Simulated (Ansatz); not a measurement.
**Pressure against volume: MgO**

```
CELL_PARAMETERS angstrom
0.00000 2.30589 2.30589
2.30589 0.00000 2.30589
2.30589 2.30589 0.00000
ATOMIC_POSITIONS crystal
Mg 0.00000 0.00000 0.00000
O 0.25000 0.25000 0.25000
```

The cell was built from the zincblende type and relaxed in the same program, and has space group F-43m; it needn't be a known or the stable phase.

All numbers are computed: DFT, PBE, all-electron LAPW, scalar-relativistic (Ansatz 0.2.0); DFT, PBE, PAW with Ansatz's default frozen-core files, scalar-relativistic (Ansatz 0.2.0).

For LAPW: a Γ-centred 13×13×13 k mesh, Fermi–Dirac smearing of 0.08 eV, basis error target 0.5 meV/atom, no spin polarisation. PAW takes a cutoff of 420 eV at this cell. The Ansatz runs share mesh, smearing and spin set-up. Plane-wave (PAW) pressures include the program's estimate of the Pulay term.

The cell above is scaled evenly, with fractional coordinates and shape held.

| V/V(cell) | V (Å³/atom) | P, LAPW (GPa) | P, PAW (GPa) | gap on the k mesh, LAPW (eV) |
| --- | --- | --- | --- | --- |
| 0.9405 | 11.531 | 7.97 | 7.99 | 3.82 |
| 0.9800 | 12.016 | ? | ? | ? |
| 1.0000 | 12.261 | 0.06 | 0.05 | 3.48 |
| 1.0200 | 12.506 | -2.11 | -2.13 | 3.37 |
| 1.0600 | 12.996 | -5.84 | -5.88 | 3.16 |

**Question.** Fill in the row V/V(cell) = 0.9800.

**Answer.** P, LAPW (GPa) = 2.46, P, PAW (GPa) = 2.45, gap on the k mesh, LAPW (eV) = 3.59.

**Question.** What do Birch–Murnaghan fits to the pressures give?

**Answer.** LAPW: V0 = 12.27 Å³/atom, B0 = 114 GPa, B0′ = 4.0; PAW: V0 = 12.27 Å³/atom, B0 = 114 GPa, B0′ = 4.0.

PAW's V0 lies -0.01 % from the all-electron value and its B0 0.5 %. Symmetry fixes shape and coordinates here, so this is the relaxed modulus.
